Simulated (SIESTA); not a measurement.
TiO2 (Anatase):

```xyz
6
Lattice="-1.8921 1.8921 4.7573 1.8921 -1.8921 4.7573 1.8921 1.8921 -4.7573" Properties=species:S:1:pos:R:3 pbc="T T T"
Ti    0.0000    1.8921    2.3786
Ti    0.0000    0.0000    0.0000
O     0.0000    0.0000    7.5346
O     0.0000    1.8921    0.3987
O     0.0000    1.8921    4.3586
O     0.0000    0.0000    1.9800
```

Base run:

- Program: SIESTA 5.4.2
- Functional: revPBE
- Potentials or basis: PseudoDojo 0.4 standard (PBE files)
- Basis: DZP (energy shift 0.003 Ry; two zetas on semicore shells)
- Grid cutoff: 800 Ry
- Energy shift: 0.003 Ry
- k mesh: 6 × 6 × 6
- Occupations: fermi-dirac, width 0.05 eV
- Spin: no spin polarisation

Its results: band gap on the k mesh 2.07 eV, indirect (least direct gap 2.35 eV); pressure 12.0 GPa; largest force 0.225 eV/Å.

Task: The run is repeated on the same cell with these changes: functional from revPBE to PBE. What comes out?

Result: Band gap on the k mesh 2.04 eV, indirect (least direct gap 2.33 eV); pressure 9.1 GPa; largest force 0.200 eV/Å.

PBE binds more tightly than revPBE, so the same cell stands under less pressure.

Caveats: the basis of atomic orbitals isn't converged, which shifts pressures, moduli and gaps; the potentials were made for another functional, which shifts forces and pressure (some runs).

A k mesh can miss the band edges.
